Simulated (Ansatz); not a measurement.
BaTiO3 (Barioperovskite) under changes of volume

One of the cells (12.867 Å³/atom); the others are scaled copies at fixed shape and fractional positions:

```
Ba Ti O
1.0
     3.98550    0.00000    0.00000
     0.00000    2.83690    2.84515
     0.00000   -2.83690    2.84515
Ba Ti O
1 1 3
Direct
  0.00000 0.00000 0.00000
  0.50000 0.51240 0.51240
  0.50000 0.99184 0.50524
  0.50000 0.50524 0.99184
  0.00000 0.48740 0.48740
```

* Program: Ansatz 0.2.0
* Functional: LDA
* Potentials or basis: all-electron LAPW, scalar-relativistic
* Cutoff: 386 eV (chosen from the basis error)
* Basis error allowed: 0.002 eV/atom
* k mesh: 7 × 7 × 7
* Occupations: fermi-dirac, width 0.05 eV
* Spin: no spin polarisation

```tsv
volume (Å³/atom)	energy over the lowest point (meV/atom)	pressure (GPa)	gap on the mesh (eV)	largest force (eV/Å)
12.095	0.53	2.4	2.03	0.215
12.353	0.00	-1.7	1.98	0.215
12.610	5.68	-5.3	1.94	0.257
12.867	?	?	?	?
13.125	33.11	-11.5	1.85	0.387
13.382	53.70	-14.1	1.81	0.456
13.639	78.21	-16.4	1.77	0.522
```

**Question.** What does the run at 12.867 Å³/atom give?

**Answer.** Energy over the lowest point 16.92 meV/atom; pressure -8.6 GPa; gap on the mesh 1.90 eV; largest force 0.319 eV/Å.

Worked out: A Birch-Murnaghan fit of order 3 (a polynomial in V^(-2/3)) to the other rows has its minimum at 12.24 Å³/atom with B0 = V·E''(V) = 193 GPa and B' = 4.4 at fixed shape and positions, which overstates the stiffness. It gives 16.89 meV/atom at 12.867 Å³/atom, against the run's 16.92, and -dE/dV = -8.6 GPa, against -8.6. A straight line through the other rows of the gap, of slope -2.16 eV per unit of ln V, gives 1.89 eV, against the run's 1.90.

Energies are extrapolated to zero smearing.

Caveats: spin-orbit coupling is left out, which moves the levels of the heavy elements; an odd mesh through Γ misses points on the zone boundary, where band edges often lie.
